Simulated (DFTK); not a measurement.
## InP under changes of volume

One of the cells (25.167 Å³/atom); the others are scaled copies at fixed shape and fractional positions:

```xyz
2
Lattice="0.0000 2.9305 2.9305 2.9305 0.0000 2.9305 2.9305 2.9305 0.0000" Properties=species:S:1:pos:R:3 pbc="T T T"
In    0.0000    0.0000    0.0000
P     4.3957    4.3957    4.3957
```

- Program: DFTK 0.8.2
- Functional: r2SCAN
- Potentials or basis: in-house norm-conserving set (r2SCAN, scalar relativistic)
- Cutoff: 1225 eV
- k mesh: 5 × 5 × 5
- Occupations: fermi-dirac, width 0.05 eV
- Spin: no spin polarisation

| volume (Å³/atom) | energy over the lowest point (meV/atom) | pressure (GPa) | gap on the mesh (eV) |
| --- | --- | --- | --- |
| 23.657 | 42.93 | 7.0 | 1.51 |
| 24.160 | 23.87 | 5.0 | 1.39 |
| 24.663 | 10.76 | 3.2 | 1.28 |
| 25.167 | 2.99 | 1.6 | 1.16 |
| 25.670 | 0.00 | 0.2 | 1.04 |
| 26.173 | ? | ? | ? |

What does the run at 26.173 Å³/atom give?

Energy over the lowest point 1.33 meV/atom; pressure -1.1 GPa; gap on the mesh 0.93 eV.

Worked out: A Birch-Murnaghan fit of order 3 (a polynomial in V^(-2/3)) to the other rows has its minimum at 25.76 Å³/atom, just outside them, with B0 = V·E''(V) = 68 GPa and B' = 4.6. It gives 1.29 meV/atom at 26.173 Å³/atom, against the run's 1.33, and -dE/dV = -1.0 GPa, against -1.1. A straight line through the other rows of the gap, of slope -5.73 eV per unit of ln V (its deformation potential), extrapolates to 0.93 eV, against the run's 0.93.

Energies are extrapolated to zero smearing.

Caveats: spin-orbit coupling is left out, which moves the levels of the heavy elements; an odd mesh through Γ misses points on the zone boundary, where band edges often lie (some runs).
